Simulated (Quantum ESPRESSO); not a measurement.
The system is TiTe2.

```
Te Ti
1.0
     3.77700    0.00000    0.00000
    -1.88850    3.27098    0.00000
     0.00000    0.00000    6.49800
Te Ti
2 1
Cartesian
  0.0000 2.1807 4.7903
  1.8885 1.0903 1.7077
  0.0000 0.0000 0.0000
```

| Property | Result |
| --- | --- |
| Program | Quantum ESPRESSO 7.5 |
| Task | single point |
| Functional | PBEsol |
| Potentials or basis | GBRV 1.5 PBEsol |
| Cutoff | 612 eV |
| Density cutoff | 4898 eV |
| k mesh | 8 × 8 × 4 |
| Occupations | fermi-dirac, width 0.05 eV |
| Spin | no spin polarisation |

On this cell: pressure -2.2 GPa; largest force 0.108 eV/Å; band gap on the k mesh none (metal or under the smearing width).

The same run follows on a disturbed copy (atoms moved at random, drawn with an rms of 0.05 Å):

```
Te Ti
1.0
     3.77700    0.00000    0.00000
    -1.88850    3.27098    0.00000
     0.00000    0.00000    6.49800
Te Ti
2 1
Cartesian
  0.0320 2.1613 4.8209
  1.8824 1.1056 1.7366
  -0.0044 -0.0006 0.0156
```

Problem. What changes?

Solution. The energy (extrapolated to zero smearing) moves by +1.5 meV/atom; pressure -2.1 GPa; largest force 0.194 eV/Å; band gap on the k mesh none (metal or under the smearing width).

Forces in eV/Å, atoms in the order of the input:
```
Te  -0.127  0.080  0.016
Te   0.042 -0.071 -0.175
Ti   0.085 -0.009  0.159
```

Stress tensor (GPa, compression positive):
```
-2.49  0.17  0.49
 0.17 -2.19 -0.45
 0.49 -0.45 -1.77
```

Caveats: this functional lacks dispersion, which binds the layers, so the pressure and a relaxed spacing across them are unreliable (some runs).
